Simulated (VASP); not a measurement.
# Sn (Im-3m) in VASP: a series of runs

One crystal, Sn, is run at these levels: PBEsol; tasks: single point.

Everything below comes from runs of VASP 6.6.1. Logs are shortened: lines on timing, memory, paths and dates and some standing lists are left out, and cuts for length are marked.

### 1 The structure

It takes space group Im-3m (No. 229, cubic). Conventional cell: a = 3.789 Å, b = 3.789 Å, c = 3.789 Å, α = 90.00°, β = 90.00°, γ = 90.00°. Sn (site symmetry m-3m) has 8 Sn at 3.28 Å as nearest neighbours.

This isn't the form of Sn at room conditions, which is tetragonal (white tin).

### 2 Single point, PBEsol

INCAR reads:

```
PREC     = Accurate       # precision mode
ENCUT    = 520            # plane-wave cutoff, eV
EDIFF    = 1E-7           # SCF threshold, eV
ISMEAR   = 0              # smearing method
SIGMA    = 0.15           # smearing width, eV
LREAL    = False          # projectors in reciprocal space
LASPH    = True           # aspherical terms in the spheres
NELM     = 100            # most SCF steps
ALGO     = Normal         # electronic algorithm
ISIF     = 2              # what is computed and relaxed
LWAVE    = False          # write WAVECAR
LCHARG   = False          # write CHGCAR
GGA      = PS             # functional
NBANDS   = 13             # bands
```

KPOINTS reads:

```
Automatic mesh
0
Gamma
  20 20 20
```

POSCAR reads:

```
Sn
1.0
   -1.8946518192      1.8946518192      1.8946518192
    1.8946518192     -1.8946518192      1.8946518192
    1.8946518192      1.8946518192     -1.8946518192
Sn
1
Direct
    0.0000000000      0.0000000000      0.0000000000
```

Potentials or basis: VASP PAW PBE potentials, release 64 (Sn_d).

Launch:

```console
$ cat potpaw_PBE.64/Sn_d/POTCAR > POTCAR
$ mpirun -np 1 vasp_std > vasp.out
```

OUTCAR:

```text
PREC = Accurate
   ENCUT = 520
   EDIFF = 1E-7
   ISMEAR = 0
   LREAL = False
   LASPH = True
   NELM = 100
   ISIF = 2
   GGA = PS

 ion  position               nearest neighbor table
   1  0.000  0.000  0.000-

  LATTYP: Found a body centered cubic cell.
 ALAT       =     3.7893036384

  Lattice vectors:

 A1 = (  -1.8946518192,   1.8946518192,   1.8946518192)
 A2 = (   1.8946518192,  -1.8946518192,   1.8946518192)
 A3 = (   1.8946518192,   1.8946518192,  -1.8946518192)

Analysis of symmetry for initial positions (statically):
=====================================================================
 Subroutine PRICEL returns:
 Original cell was already a primitive cell.

 Routine SETGRP: Setting up the symmetry group for a
 body centered cubic supercell.

 Subroutine GETGRP returns: Found 48 space group operations
 (whereof 48 operations were pure point group operations)
 out of a pool of 48 trial point group operations.

The static configuration has the point symmetry O_h .

Analysis of symmetry for dynamics (positions and initial velocities):
=====================================================================
 Subroutine PRICEL returns:
 Original cell was already a primitive cell.

 Routine SETGRP: Setting up the symmetry group for a
 body centered cubic supercell.

 Subroutine GETGRP returns: Found 48 space group operations
 (whereof 48 operations were pure point group operations)
 out of a pool of 48 trial point group operations.

The dynamic configuration has the point symmetry O_h .

 Subroutine INISYM returns: Found 48 space group operations
 (whereof 48 operations are pure point group operations),
 and found     1 'primitive' translations

----------------------------------------------------------------------------------------

                                     Primitive cell

  volume of cell :      27.2050

  direct lattice vectors                    reciprocal lattice vectors
    -1.894651819  1.894651819  1.894651819     0.000000000  0.263900731  0.263900731
     1.894651819 -1.894651819  1.894651819     0.263900731  0.000000000  0.263900731
     1.894651819  1.894651819 -1.894651819     0.263900731  0.263900731  0.000000000

  length of vectors
     3.281633214  3.281633214  3.281633214     0.373211993  0.373211993  0.373211993

  position of ions in fractional coordinates (direct lattice)
     0.000000000  0.000000000  0.000000000

  ion indices of the primitive-cell ions
   primitive index   ion index
                 1           1

----------------------------------------------------------------------------------------

 KPOINTS: Automatic mesh

Automatic generation of k-mesh.
 Grid dimensions read from file:
 generate k-points for:   20   20   20

 Generating k-lattice:

  Cartesian coordinates                     Fractional coordinates (reciprocal lattice)
     0.000000000  0.013195037  0.013195037     0.050000000  0.000000000  0.000000000
     0.013195037  0.000000000  0.013195037     0.000000000  0.050000000  0.000000000
     0.013195037  0.013195037  0.000000000     0.000000000  0.000000000  0.050000000

  Length of vectors
     0.018660600  0.018660600  0.018660600

  Shift w.r.t. Gamma in fractional coordinates (k-lattice)
     0.000000000  0.000000000  0.000000000

 Subroutine IBZKPT returns following result:
 ===========================================

 Found    256 irreducible k-points:

 Following reciprocal coordinates:
            Coordinates               Weight
  0.000000  0.000000  0.000000      1.000000
  0.050000  0.000000  0.000000     12.000000
  0.100000  0.000000  0.000000     12.000000
  0.150000  0.000000  0.000000     12.000000
  0.200000  0.000000  0.000000     12.000000
  0.250000  0.000000  0.000000     12.000000
[... 16 lines left out ...]
  0.200000  0.100000  0.000000     48.000000
  0.250000  0.100000  0.000000     48.000000
 [... further k-points ...]
   k-points           NKPTS =    256   k-points in BZ     NKDIM =    256   number of bands    NBANDS=     13
   number of dos      NEDOS =    301   number of ions     NIONS =      1
   total plane-waves  NPLWV =  13824
   dimension x,y,z NGX =    24 NGY =   24 NGZ =   24
   dimension x,y,z NGXF=    48 NGYF=   48 NGZF=   48
   ions per type =               1
   NGX,Y,Z   is equivalent  to a cutoff of  12.16, 12.16, 12.16 a.u.
   NGXF,Y,Z  is equivalent  to a cutoff of  24.32, 24.32, 24.32 a.u.
 SYSTEM =  unknown system
   PREC   = accura    normal or accurate (medium, high low for compatibility)
   ISTART =      0    job   : 0-new  1-cont  2-samecut
   ICHARG =      2    charge: 1-file 2-atom 10-const
   ISPIN  =      1    spin polarized calculation?
   LNONCOLLINEAR =      F non collinear calculations
   LSORBIT =      F    spin-orbit coupling
   LASPH  =      T    aspherical Exc in radial PAW
   ENCUT  =  520.0 eV  38.22 Ry    6.18 a.u.   6.10  6.10  6.10*2*pi/ulx,y,z
   NELM   =    100;   NELMIN=  2; NELMDL= -5     # of ELM steps
   EDIFF  = 0.1E-06   stopping-criterion for ELM
   LREAL  =      F    real-space projection
   EDIFFG = 0.1E-05   stopping-criterion for IOM
   NSW    =      0    number of steps for IOM
   IBRION =     -1    ionic relax: 0-MD 1-quasi-New 2-CG
   NFREE  =      0    steps in history (QN), initial steepest desc. (CG)
   ISIF   =      2    stress and relaxation
   ISYM   =      2    0-nonsym 1-usesym 2-fastsym
   POTIM  = 0.5000    time-step for ionic-motion
   TEBEG  =    0.0;   TEEND  =   0.0 temperature during run
   PSTRESS=    0.0 pullay stress
   NELECT =      14.0000    total number of electrons
   NUPDOWN=      -1.0000    fix difference up-down
   EMIN   =  10.00;   EMAX   =-10.00  energy-range for DOS
   EFERMI =   0.00;   METHOD = LEGACY
   ISMEAR =     0;   SIGMA  =   0.15  broadening in eV -4-tet -1-fermi 0-gaus
   EFERMI_NEDOS =   21; number of points for ismear=-14 and -15
   IALGO  =     38    algorithm
   IMIX   =      4    mixing-type and parameters
     AMIX     =   0.40;   BMIX     =  1.00
     AMIX_MAG =   1.60;   BMIX_MAG =  1.00
  volume/ion in A,a.u.               =      27.20       183.59
  Fermi-wavevector in a.u.,A,eV,Ry     =   1.311902  2.479136 23.416813  1.721087
  Thomas-Fermi vector in A             =   2.442332
   LORBIT       =      0    0 simple, 1 ext, 2 COOP (PROOUT), +10 PAW based schemes
   GGA     = PS    functional components
   LHFCALC =     F    Hartree Fock is set to
   AEXX    =    0.0000 exact exchange contribution
   IVDW    =     0    specifies the selected vdW correction
   LEPSILON=     F    determine dielectric tensor
   LRPA    =     F    only Hartree local field effects (RPA)
 non-spin polarized calculation
 Gauss-broadening in eV      SIGMA  =   0.15
  energy-cutoff  :      520.00
  volume of cell :       27.20
 maximum number of plane-waves:       751
   NGX = 13   NGY = 13   NGZ = 13

 number of electron      13.9999996 magnetization

 Free energy of the ion-electron system (eV)
  ---------------------------------------------------
  ext. energy  EPLUGINS =         0.00000000
  ---------------------------------------------------
  free energy    TOTEN  =        -4.22587212 eV

  energy without entropy =       -4.21839692  energy(sigma->0) =       -4.22213452

 E-fermi :   7.9055     XC(G=0): -10.5021

 val. band max:        7.8945339138   @ k =   0.3500   0.1500   0.1500
 cond. band min:       7.9082283500   @ k =  -0.3500   0.5000   0.1000
 fundamental gap:      0.0136944362
 Fermi energy:         7.9055429324

 k-point     1 :       0.0000    0.0000    0.0000
  band No.  band energies     occupation
      1     -13.5339      2.00000
      2     -13.5339      2.00000
      3     -13.5339      2.00000
      4     -13.3944      2.00000
      5     -13.3944      2.00000
      6      -3.1760      2.00000
      7      15.8567      0.00000
      8      15.8567      0.00000
      9      15.8567      0.00000
     10      20.0365      0.00000
     11      20.0365      0.00000
     12      20.0365      0.00000
     13      20.6622      0.00000

 k-point     2 :       0.0500    0.0000    0.0000
  band No.  band energies     occupation
      1     -13.5350      2.00000
      2     -13.5322      2.00000
      3     -13.5286      2.00000
      4     -13.3957      2.00000
      5     -13.3946      2.00000
      6      -3.1216      2.00000
      7      15.3566      0.00000
      8      15.6281      0.00000
      9      15.7843      0.00000
     10      19.2622      0.00000
     11      19.4846      0.00000
     12      19.8890      0.00000
     13      20.9663      0.00000

 k-point     3 :       0.1000    0.0000    0.0000
  band No.  band energies     occupation
      1     -13.5383      2.00000
      2     -13.5276      2.00000
      3     -13.5131      2.00000
      4     -13.3993      2.00000
      5     -13.3950      2.00000
      6      -2.9581      2.00000
      7      14.1292      0.00000
      8      15.0733      0.00000
      9      15.5711      0.00000
     10      18.4514      0.00000
     11      18.7939      0.00000
     12      19.6987      0.00000
     13      21.3864      0.00000
[... 305 lines left out ...]
 k-point    23 :       0.2000    0.1000    0.0000
  band No.  band energies     occupation
      1     -13.5498      2.00000
      2     -13.5118      2.00000
      3     -13.4183      2.00000
      4     -13.4140      2.00000
      5     -13.3978      2.00000
      6      -1.6500      2.00000
      7       9.4241      0.00000
      8      11.9092      0.00000
      9      13.7789      0.00000
     10      17.3890      0.00000
     11      18.4623      0.00000
     12      19.8232      0.00000
     13      23.3305      0.00000

 k-point    24 :       0.2500    0.1000    0.0000
  band No.  band energies     occupation
      1     -13.5562      2.00000
      2     -13.5071      2.00000
      3     -13.4162      2.00000
      4     -13.4009      2.00000
      5     -13.3850      2.00000
      6      -1.0548      2.00000
      7       7.9698      0.54462
      8      11.3382      0.00000
      9      13.3804      0.00000
     10      17.0447      0.00000
     11      18.4502      0.00000
     12      19.9980      0.00000
     13      23.7381      0.00000

 [... further k-points ...]

------------------------ aborting loop because EDIFF is reached ----------------------------------------

  FORCE on cell =-STRESS in cart. coord.  units (eV):
  Direction    XX          YY          ZZ          XY          YZ          ZX
  --------------------------------------------------------------------------------------
  -------------------------------------------------------------------------------------
  Total       -0.3778301     -0.3778301     -0.3778301     -0.0000000      0.0000000     -0.0000000
  in kB      -22.2514804    -22.2514804    -22.2514804     -0.0000000      0.0000000     -0.0000000
  external PRESSURE =     -22.2514804 kB  Pullay stress =       0.0000000 kB

 VOLUME and BASIS-vectors are now :
 -----------------------------------------------------------------------------
  energy-cutoff  :      520.00
  volume of cell :       27.20
      direct lattice vectors                 reciprocal lattice vectors
    -1.894651819  1.894651819  1.894651819     0.000000000  0.263900731  0.263900731
     1.894651819 -1.894651819  1.894651819     0.263900731  0.000000000  0.263900731
     1.894651819  1.894651819 -1.894651819     0.263900731  0.263900731  0.000000000

 POSITION                                       TOTAL-FORCE (eV/Angst)
 -----------------------------------------------------------------------------------
      0.00000      0.00000      0.00000         0.000000     -0.000000     -0.000000
 -----------------------------------------------------------------------------------
    total drift:                                0.000000      0.000000     -0.000000

  FREE ENERGIE OF THE ION-ELECTRON SYSTEM (eV)
  ---------------------------------------------------
  free  energy   TOTEN  =        -4.2258721208 eV

  energy  without entropy=       -4.2183969243  energy(sigma->0) =       -4.22213452
```

Run time: 39 s. Hardware: 1 thread of Intel Xeon Platinum 8259CL at 2.50GHz (Skylake/Cascade Lake), shared host; peak memory 0.2 GiB.

Results:

| Item | Value |
| --- | --- |
| Free energy | -4.2259 eV |
| Pressure | -2.2 GPa |
| Band gap on the k mesh | none (metal or under the smearing width) |

Caveat: the PAW data sets were made with another functional, which shifts forces and pressure a little.

### 3 Single point, PBEsol

INCAR reads:

```
SYSTEM = Sn
  PREC = Accurate
  ENCUT = 520
  EDIFF = 1E-6
  ISMEAR = 0
  SIGMA = 0.15
  LREAL = .False.
  LASPH = .True.
  NELM = 100
  ALGO = Normal
  ISIF = 2
  LWAVE = .False.
  LCHARG = .False.
  GGA = PS
  NBANDS = 13
```

KPOINTS reads:

```
regular mesh
0
Gamma
  18 18 18
  0 0 0
```

POSCAR is that of step 2.

Potentials or basis: VASP PAW PBE potentials, release 64 (Sn_d).

Launch:

```console
$ cat potpaw_PBE.64/Sn_d/POTCAR > POTCAR
$ mpirun -np 1 vasp_std > vasp.out
```

OUTCAR:

```text
SYSTEM = Sn
   PREC = Accurate
   ENCUT = 520
   EDIFF = 1E-6
   ISMEAR = 0
   LREAL = .False.
   LASPH = .True.
   NELM = 100
   ISIF = 2
   GGA = PS

 ion  position               nearest neighbor table
   1  0.000  0.000  0.000-

  LATTYP: Found a body centered cubic cell.
 ALAT       =     3.7893036384

  Lattice vectors:

 A1 = (  -1.8946518192,   1.8946518192,   1.8946518192)
 A2 = (   1.8946518192,  -1.8946518192,   1.8946518192)
 A3 = (   1.8946518192,   1.8946518192,  -1.8946518192)

Analysis of symmetry for initial positions (statically):
=====================================================================
 Subroutine PRICEL returns:
 Original cell was already a primitive cell.

 Routine SETGRP: Setting up the symmetry group for a
 body centered cubic supercell.

 Subroutine GETGRP returns: Found 48 space group operations
 (whereof 48 operations were pure point group operations)
 out of a pool of 48 trial point group operations.

The static configuration has the point symmetry O_h .

Analysis of symmetry for dynamics (positions and initial velocities):
[... 168 lines left out ...]
      2     -13.5265      2.00000
      3     -13.5265      2.00000
      4     -13.3869      2.00000
      5     -13.3869      2.00000
      6      -3.1743      2.00000
      7      15.8592      0.00000
      8      15.8592      0.00000
      9      15.8592      0.00000
     10      20.0369      0.00000
     11      20.0369      0.00000
     12      20.0369      0.00000
     13      20.6638      0.00000
[... 354 lines left out ...]
  band No.  band energies     occupation
      1     -13.5600      2.00000
      2     -13.4995      2.00000
      3     -13.3989      2.00000
      4     -13.3961      2.00000
      5     -13.3193      2.00000
      6       1.1412      2.00000
      7       4.3569      2.00000
      8      10.1670      0.00000
      9      12.6140      0.00000
     10      16.5672      0.00000
     11      18.4295      0.00000
     12      21.5309      0.00000
     13      23.4194      0.00000

 [... further k-points ...]

------------------------ aborting loop because EDIFF is reached ----------------------------------------

  FORCE on cell =-STRESS in cart. coord.  units (eV):
  Direction    XX          YY          ZZ          XY          YZ          ZX
  --------------------------------------------------------------------------------------
  -------------------------------------------------------------------------------------
  Total       -0.3339192     -0.3339192     -0.3339192      0.0000000      0.0000000      0.0000000
  in kB      -19.6654440    -19.6654440    -19.6654440      0.0000000      0.0000000      0.0000000
  external PRESSURE =     -19.6654440 kB  Pullay stress =       0.0000000 kB

 VOLUME and BASIS-vectors are now :
 -----------------------------------------------------------------------------
  energy-cutoff  :      520.00
  volume of cell :       27.20
      direct lattice vectors                 reciprocal lattice vectors
    -1.894651819  1.894651819  1.894651819     0.000000000  0.263900731  0.263900731
     1.894651819 -1.894651819  1.894651819     0.263900731  0.000000000  0.263900731
     1.894651819  1.894651819 -1.894651819     0.263900731  0.263900731  0.000000000

 POSITION                                       TOTAL-FORCE (eV/Angst)
 -----------------------------------------------------------------------------------
      0.00000      0.00000      0.00000         0.000000      0.000000     -0.000000
 -----------------------------------------------------------------------------------
    total drift:                                0.000000      0.000000     -0.000000

  FREE ENERGIE OF THE ION-ELECTRON SYSTEM (eV)
  ---------------------------------------------------
  free  energy   TOTEN  =        -4.2258499167 eV

  energy  without entropy=       -4.2184049903  energy(sigma->0) =       -4.22212745
```

stdout:

```text
POSCAR found type information on POSCAR Sn
 POSCAR found :  1 types and       1 ions
 scaLAPACK will be used
 -----------------------------------------------------------------------------
|                                                                             |
|                                                                             |
|     You enforced a specific xc type in the INCAR file but a different       |
|     I HOPE YOU KNOW WHAT YOU ARE DOING!                                     |
|                                                                             |
 -----------------------------------------------------------------------------

 LDA part: xc-table for (Slater+PW92), standard interpolation
 POSCAR, INCAR and KPOINTS ok, starting setup
 FFT: planning ... GRIDC
 FFT: planning ... GRID_SOFT
 FFT: planning ... GRID
 WAVECAR not read
 entering main loop
```

It took 28 s on 1 thread of Intel Xeon Platinum 8259CL at 2.50GHz (Skylake/Cascade Lake), shared host; peak memory 0.18 GiB.

What came out:

| Property | Result |
| --- | --- |
| Free energy | -4.2258 eV |
| Pressure | -2.0 GPa |
| Band gap on the k mesh | none (metal or under the smearing width) |

Caveat: the PAW data sets were made with another functional, which shifts forces and pressure a little.
